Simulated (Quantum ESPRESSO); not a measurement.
Write the native input for Quantum ESPRESSO 7.5 that does the following.

```yaml
Task: phonon dispersion
Functional: PBEsol
Potentials_or_basis: GBRV 1.5 PBEsol
Cutoff: 612 eV
Density_cutoff: 4898 eV
k_mesh: 10 × 10 × 10
Occupations: cold, width 0.2 eV
Spin: no spin polarisation
Mixing_beta: 0.5
Most_SCF_iterations: 120
SCF_threshold: 2e-10 Ry
q_mesh: 2 × 2 × 2
```

The system is Pb.

```
Pb
1.0
     0.00000    2.47502    2.47502
     2.47502    0.00000    2.47502
     2.47502    2.47502    0.00000
Pb
1
Cartesian
  0.0000 0.0000 0.0000
```

One way to write it, as run:

pw.in

```
&CONTROL
  calculation = 'scf'
  prefix = 'pwscf'
  outdir = './tmp'
  pseudo_dir = './pseudo'
  tprnfor = .true.
  tstress = .true.
  disk_io = 'low'
/
&SYSTEM
  ibrav = 0
  nat = 1
  ntyp = 1
  ecutwfc = 45
  ecutrho = 360
  nbnd = 13
  occupations = 'smearing'
  smearing = 'mv'
  degauss = 0.01469973
/
&ELECTRONS
  conv_thr = 2d-10
  electron_maxstep = 120
  mixing_beta = 0.5
/
ATOMIC_SPECIES
Pb   207.2000 pb_pbesol_v1.uspp.F.UPF
CELL_PARAMETERS bohr
   0.0000000000    4.6771099530    4.6771099530
   4.6771099530    0.0000000000    4.6771099530
   4.6771099530    4.6771099530    0.0000000000
ATOMIC_POSITIONS bohr
Pb     0.0000000000    0.0000000000    0.0000000000
K_POINTS automatic
10 10 10 0 0 0
```

relax.in

```
&CONTROL
  calculation = 'vc-relax'
  prefix = 'pwscf'
  outdir = './tmp'
  pseudo_dir = './pseudo'
  tprnfor = .true.
  tstress = .true.
  disk_io = 'low'
  nstep = 40
  forc_conv_thr = 0.0001
  etot_conv_thr = 1d-06
/
&SYSTEM
  ibrav = 0
  nat = 1
  ntyp = 1
  ecutwfc = 45
  ecutrho = 360
  nbnd = 13
  occupations = 'smearing'
  smearing = 'mv'
  degauss = 0.01469973
/
&ELECTRONS
  conv_thr = 2d-10
  electron_maxstep = 120
  mixing_beta = 0.5
/
&IONS
  ion_dynamics = 'bfgs'
/
&CELL
  cell_dynamics = 'bfgs'
  press = 0
  press_conv_thr = 0.2
/
ATOMIC_SPECIES
Pb   207.2000 pb_pbesol_v1.uspp.F.UPF
CELL_PARAMETERS bohr
   0.0000000000    4.6771099530    4.6771099530
   4.6771099530    0.0000000000    4.6771099530
   4.6771099530    4.6771099530    0.0000000000
ATOMIC_POSITIONS bohr
Pb     0.0000000000    0.0000000000    0.0000000000
K_POINTS automatic
10 10 10 0 0 0
```

scf2.in

```
&CONTROL
  calculation = 'scf'
  prefix = 'pwscf'
  outdir = './tmp'
  pseudo_dir = './pseudo'
  tprnfor = .true.
  tstress = .true.
  disk_io = 'low'
/
&SYSTEM
  ibrav = 0
  nat = 1
  ntyp = 1
  ecutwfc = 45
  ecutrho = 360
  nbnd = 13
  occupations = 'smearing'
  smearing = 'mv'
  degauss = 0.01469973
/
&ELECTRONS
  conv_thr = 1d-13
  electron_maxstep = 120
  mixing_beta = 0.5
  startingpot = 'file'
  startingwfc = 'file'
/
ATOMIC_SPECIES
Pb   207.2000 pb_pbesol_v1.uspp.F.UPF
CELL_PARAMETERS bohr
   0.0000000000    4.6449937226    4.6449937226
   4.6449937226    0.0000000000    4.6449937226
   4.6449937226    4.6449937226    0.0000000000
ATOMIC_POSITIONS bohr
Pb     0.0000000000    0.0000000000    0.0000000000
K_POINTS automatic
10 10 10 0 0 0
```

ph.in

```
phonon_bands of Pb
&INPUTPH
  prefix = 'pwscf'
  outdir = './tmp'
  tr2_ph = 1d-18
  fildyn = 'dyn'
  niter_ph = 90
  alpha_mix(1) = 0.4
  ldisp = .true.
  nq1 = 2
  nq2 = 2
  nq3 = 2
/
```

q2r.in

```
&INPUT
  fildyn = 'dyn'
  zasr = 'crystal'
  flfrc = 'fc'
/
```

matdyn.in

```
&INPUT
  asr = 'crystal'
  flfrc = 'fc'
  flfrq = 'freq'
  q_in_cryst_coord = .true.
  flvec = ' '
/
80
 0.0000000000  0.0000000000  0.0000000000
 0.0454545455  0.0000000000  0.0454545455
 0.0909090909  0.0000000000  0.0909090909
 0.1363636364  0.0000000000  0.1363636364
 0.1818181818  0.0000000000  0.1818181818
 0.2272727273  0.0000000000  0.2272727273
 0.2727272727  0.0000000000  0.2727272727
 0.3181818182  0.0000000000  0.3181818182
 0.3636363636  0.0000000000  0.3636363636
 0.4090909091  0.0000000000  0.4090909091
 0.4545454545  0.0000000000  0.4545454545
 0.5000000000  0.0000000000  0.5000000000
 0.5000000000  0.0500000000  0.5500000000
 0.5000000000  0.1000000000  0.6000000000
 0.5000000000  0.1500000000  0.6500000000
 0.5000000000  0.2000000000  0.7000000000
 0.5000000000  0.2500000000  0.7500000000
 0.4687500000  0.2812500000  0.7500000000
 0.4375000000  0.3125000000  0.7500000000
 0.4062500000  0.3437500000  0.7500000000
 0.3750000000  0.3750000000  0.7500000000
 0.3461538462  0.3461538462  0.6923076923
 0.3173076923  0.3173076923  0.6346153846
 0.2884615385  0.2884615385  0.5769230769
 0.2596153846  0.2596153846  0.5192307692
 0.2307692308  0.2307692308  0.4615384615
 0.2019230769  0.2019230769  0.4038461538
 0.1730769231  0.1730769231  0.3461538462
 0.1442307692  0.1442307692  0.2884615385
 0.1153846154  0.1153846154  0.2307692308
 0.0865384615  0.0865384615  0.1730769231
 0.0576923077  0.0576923077  0.1153846154
 0.0288461538  0.0288461538  0.0576923077
 0.0000000000  0.0000000000  0.0000000000
 0.0454545455  0.0454545455  0.0454545455
 0.0909090909  0.0909090909  0.0909090909
 0.1363636364  0.1363636364  0.1363636364
 0.1818181818  0.1818181818  0.1818181818
 0.2272727273  0.2272727273  0.2272727273
 0.2727272727  0.2727272727  0.2727272727
 0.3181818182  0.3181818182  0.3181818182
 0.3636363636  0.3636363636  0.3636363636
 0.4090909091  0.4090909091  0.4090909091
 0.4545454545  0.4545454545  0.4545454545
 0.5000000000  0.5000000000  0.5000000000
 0.5178571429  0.4642857143  0.5178571429
 0.5357142857  0.4285714286  0.5357142857
 0.5535714286  0.3928571429  0.5535714286
 0.5714285714  0.3571428571  0.5714285714
 0.5892857143  0.3214285714  0.5892857143
 0.6071428571  0.2857142857  0.6071428571
 0.6250000000  0.2500000000  0.6250000000
 0.5937500000  0.2500000000  0.6562500000
 0.5625000000  0.2500000000  0.6875000000
 0.5312500000  0.2500000000  0.7187500000
 0.5000000000  0.2500000000  0.7500000000
 0.5000000000  0.2750000000  0.7250000000
 0.5000000000  0.3000000000  0.7000000000
 0.5000000000  0.3250000000  0.6750000000
 0.5000000000  0.3500000000  0.6500000000
 0.5000000000  0.3750000000  0.6250000000
 0.5000000000  0.4000000000  0.6000000000
 0.5000000000  0.4250000000  0.5750000000
 0.5000000000  0.4500000000  0.5500000000
 0.5000000000  0.4750000000  0.5250000000
 0.5000000000  0.5000000000  0.5000000000
 0.4861111111  0.4861111111  0.5277777778
 0.4722222222  0.4722222222  0.5555555556
 0.4583333333  0.4583333333  0.5833333333
 0.4444444444  0.4444444444  0.6111111111
 0.4305555556  0.4305555556  0.6388888889
 0.4166666667  0.4166666667  0.6666666667
 0.4027777778  0.4027777778  0.6944444444
 0.3888888889  0.3888888889  0.7222222222
 0.3750000000  0.3750000000  0.7500000000
 0.6250000000  0.2500000000  0.6250000000
 0.5937500000  0.1875000000  0.5937500000
 0.5625000000  0.1250000000  0.5625000000
 0.5312500000  0.0625000000  0.5312500000
 0.5000000000  0.0000000000  0.5000000000
```

matdyn_dos.in

```
&INPUT
  asr = 'crystal'
  flfrc = 'fc'
  dos = .true.
  fldos = 'phdos'
  nk1 = 15
  nk2 = 15
  nk3 = 15
  deltaE = 0.5
  flvec = ' '
  flfrq = ' '
/
```

matdyn_mesh.in

```
&INPUT
  asr = 'crystal'
  flfrc = 'fc'
  flfrq = 'mesh'
  q_in_cryst_coord = .true.
  flvec = ' '
/
1000
 0.05000000  0.05000000  0.05000000
 0.05000000  0.05000000  0.15000000
 0.05000000  0.05000000  0.25000000
[... 997 further points of the even 10 x 10 x 10 mesh, shifted by half a step ...]
```

Potentials or basis: GBRV 1.5 PBEsol.

Command:

```console
$ OMP_NUM_THREADS=1 pw.x -in pw.in > pw.out
$ OMP_NUM_THREADS=1 pw.x -in relax.in > relax.out
$ OMP_NUM_THREADS=1 pw.x -in scf2.in > scf2.out
$ OMP_NUM_THREADS=1 ph.x -in ph.in > ph.out
$ OMP_NUM_THREADS=1 q2r.x -in q2r.in > q2r.out
$ OMP_NUM_THREADS=1 matdyn.x -in matdyn.in > matdyn.out
$ OMP_NUM_THREADS=1 matdyn.x -in matdyn_dos.in > matdyn_dos.out
$ OMP_NUM_THREADS=1 matdyn.x -in matdyn_mesh.in > matdyn_mesh.out
```

Results of the run:

| Item | Value |
| --- | --- |
| Relaxed volume | 29.70 Å³/atom |
| Relaxed cell | a = 3.476 Å, b = 3.476 Å, c = 3.476 Å, α = 60.00°, β = 60.00°, γ = 60.00° |
| Space group after relaxing (to 0.05 Å) | Fm-3m (No. 225) |
| Pressure after relaxing | 0.0 GPa |
| Band gap on the k mesh | none (metal or under the smearing width) |
| Highest phonon frequency | 76 cm⁻¹ |
| Zero-point energy | 0.009 eV/atom |

Caveat: the q mesh is small, so phonon branches between its points and thermal values are rough.

Wall time 8.7 min on 1 thread of Arm Neoverse V1 (shared host), peak memory 0.12 GiB.
